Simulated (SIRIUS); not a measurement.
# Fe (Im-3m) in SIRIUS: notebook, part 3 of 3

SIRIUS 7.12.0. Earlier steps stand in the parts before.

## Step 8: Equation of state, PBEsol, collinear spin, ferromagnetic start, 12.74 Å³/atom (volume scaled by 1.06)

File sirius.json:

```json
{
  "control": {
    "processing_unit": "cpu",
    "std_evp_solver_name": "lapack",
    "gen_evp_solver_name": "lapack",
    "verbosity": 2,
    "print_forces": false,
    "ortho_rf": true,
    "use_second_variation": true,
    "rmt_max": 3.0,
    "num_bands_to_print": 18,
    "save_wf": true
  },
  "parameters": {
    "electronic_structure_method": "full_potential_lapwlo",
    "xc_functionals": ["XC_GGA_X_PBE_SOL", "XC_GGA_C_PBE_SOL"],
    "core_relativity": "dirac",
    "valence_relativity": "iora",
    "num_fv_states": 18,
    "smearing": "fermi_dirac",
    "smearing_width": 0.0018374661,
    "pw_cutoff": 20,
    "gk_cutoff": 3.88,
    "lmax_apw": 10,
    "lmax_rho": 8,
    "lmax_pot": 8,
    "num_mag_dims": 1,
    "auto_rmt": 0,
    "ngridk": [13, 13, 13],
    "shiftk": [0, 0, 0],
    "num_dft_iter": 80,
    "energy_tol": 1e-07,
    "density_tol": 1e-05,
    "use_symmetry": true
  },
  "settings": {"tol_ne": 1e-10},
  "iterative_solver": {"type": "exact"},
  "mixer": {"type": "anderson", "beta": 0.4, "max_history": 8},
  "unit_cell": {
    "lattice_vectors": [
      [-2.7803565091, 2.7803565091, 2.7803565091],
      [2.7803565091, -2.7803565091, 2.7803565091],
      [2.7803565091, 2.7803565091, -2.7803565091]
    ],
    "atom_types": ["Fe"],
    "atom_files": {"Fe": "Fe.json"},
    "atoms": {"Fe": [[0.0, 0.0, 0.0, 0.0, 0.0, 3.0]]}
  }
}
```

File Fe.json:

```json
{
  "name": "iron",
  "symbol": "Fe",
  "number": 26,
  "mass": 55.845,
  "rmin": 1e-06,
  "rmt": 2.27,
  "nrmt": 800,
  "rinf": 15.61,
  "core": "1s2s2p",
  "valence": [
    {"basis": [{"enu": 0.06, "dme": 0, "n": 0, "auto": 0}, {"enu": 0.06, "dme": 1, "n": 0, "auto": 0}]},
    {"l": 0, "n": 1, "basis": [{"enu": 0.16, "dme": 0, "n": 0, "auto": 0}]},
    {"l": 1, "n": 2, "basis": [{"enu": 0.16, "dme": 0, "n": 0, "auto": 0}]},
    {"l": 2, "n": 3, "basis": [{"enu": 0.16, "dme": 0, "n": 0, "auto": 0}]},
    {"l": 3, "n": 4, "basis": [{"enu": 0.16, "dme": 0, "n": 0, "auto": 0}]}
  ],
  "lo": [
    {"l": 0, "basis": [{"enu": 0.16, "dme": 0, "n": 0, "auto": 0}, {"enu": 0.16, "dme": 1, "n": 0, "auto": 0}]},
    {
      "l": 0,
      "basis": [{"enu": -3.0686, "dme": 0, "n": 3, "auto": 1}, {"enu": -3.0686, "dme": 1, "n": 3, "auto": 1}]
    },
    {
      "l": 0,
      "basis": [{"enu": -3.0686, "dme": 1, "n": 3, "auto": 1}, {"enu": 0.16, "dme": 0, "n": 0, "auto": 0}]
    },
    {"l": 0, "basis": [{"enu": 0.16, "dme": 0, "n": 0, "auto": 0}, {"enu": 3.265, "dme": 0, "n": 0, "auto": 0}]},
    {"l": 1, "basis": [{"enu": 0.16, "dme": 0, "n": 0, "auto": 0}, {"enu": 0.16, "dme": 1, "n": 0, "auto": 0}]},
    {
      "l": 1,
      "basis": [{"enu": -1.8394, "dme": 0, "n": 3, "auto": 1}, {"enu": -1.8394, "dme": 1, "n": 3, "auto": 1}]
    },
    {
      "l": 1,
      "basis": [{"enu": -1.8394, "dme": 1, "n": 3, "auto": 1}, {"enu": 0.16, "dme": 0, "n": 0, "auto": 0}]
    },
    {"l": 1, "basis": [{"enu": 0.16, "dme": 0, "n": 0, "auto": 0}, {"enu": 3.7308, "dme": 0, "n": 0, "auto": 0}]},
    {"l": 2, "basis": [{"enu": 0.16, "dme": 0, "n": 0, "auto": 0}, {"enu": 0.16, "dme": 1, "n": 0, "auto": 0}]},
    {"l": 2, "basis": [{"enu": 0.16, "dme": 1, "n": 0, "auto": 0}, {"enu": 0.16, "dme": 2, "n": 0, "auto": 0}]},
    {"l": 2, "basis": [{"enu": 0.16, "dme": 0, "n": 0, "auto": 0}, {"enu": 3.1874, "dme": 0, "n": 0, "auto": 0}]},
    {"l": 3, "basis": [{"enu": 0.16, "dme": 0, "n": 0, "auto": 0}, {"enu": 0.16, "dme": 1, "n": 0, "auto": 0}]},
    {"l": 3, "basis": [{"enu": 0.16, "dme": 0, "n": 0, "auto": 0}, {"enu": 3.5367, "dme": 0, "n": 0, "auto": 0}]}
  ],
  "free_atom": [... radial grid and density of the free atom, the start of the SCF ...]
}
```

File sirius_start.json:

```json
{
  "control": {
    "processing_unit": "cpu",
    "std_evp_solver_name": "lapack",
    "gen_evp_solver_name": "lapack",
    "verbosity": 1,
    "print_forces": false,
    "ortho_rf": true,
    "use_second_variation": true,
    "rmt_max": 3.0,
    "num_bands_to_print": 18,
    "save_wf": false
  },
  "parameters": {
    "electronic_structure_method": "full_potential_lapwlo",
    "xc_functionals": ["XC_LDA_X", "XC_LDA_C_PW"],
    "core_relativity": "dirac",
    "valence_relativity": "iora",
    "num_fv_states": 18,
    "smearing": "fermi_dirac",
    "smearing_width": 0.0055123983,
    "pw_cutoff": 20,
    "gk_cutoff": 3.1,
    "lmax_apw": 10,
    "lmax_rho": 8,
    "lmax_pot": 8,
    "num_mag_dims": 1,
    "auto_rmt": 0,
    "ngridk": [5, 5, 5],
    "shiftk": [0, 0, 0],
    "num_dft_iter": 30,
    "energy_tol": 0.01,
    "density_tol": 0.05,
    "use_symmetry": true
  },
  "settings": {"tol_ne": 1e-10},
  "iterative_solver": {"type": "exact"},
  "mixer": {"type": "anderson", "beta": 0.4, "max_history": 8},
  "unit_cell": {
    "lattice_vectors": [
      [-2.7803565091, 2.7803565091, 2.7803565091],
      [2.7803565091, -2.7803565091, 2.7803565091],
      [2.7803565091, 2.7803565091, -2.7803565091]
    ],
    "atom_types": ["Fe"],
    "atom_files": {"Fe": "Fe.json"},
    "atoms": {"Fe": [[0.0, 0.0, 0.0, 0.0, 0.0, 3.0]]}
  }
}
```

Command:

```sh
$ OMP_NUM_THREADS=1 sirius.scf --input=sirius_start.json --output=start.json
$ OMP_NUM_THREADS=1 sirius.scf --input=sirius.json --output=output.json --task=1
```

Wall time 32 s (1 thread of Arm Neoverse V2, shared host); peak memory 0.47 GiB.

The run converged. Its results:

| Property | Result |
| --- | --- |
| Free energy | -34603.0128 eV |
| Band gap on the k mesh | none (metal or under the smearing width) |
| Net moment | 2.49 μB per cell |
| Site moments | Fe +2.54 μB |
| All electrons inside the program's atomic spheres | Fe 24.70 (radii Fe 2.27 bohr) |

## Step 9: Equation of state, PBEsol, collinear spin, ferromagnetic start

Potentials or basis: all-electron FP-LAPW, apw+lo standard.

No new run: the results of the series are fitted here.

What came out:

| Quantity | Value |
| --- | --- |
| Equilibrium volume | 10.84 Å³/atom (rough: see the caveat) |
| Bulk modulus | 280 GPa (rough) |

Energy against volume, from the lowest point:
```tsv
volume (Å³/atom)	energy (meV/atom)
11.298	0.00
11.538	17.62
11.778	40.15
12.019	66.69
12.259	95.98
12.499	127.47
12.740	160.54
```

Caveat: the minimum lies outside the volumes run; the fit is doubtful: noisy points or a state that changes with volume.
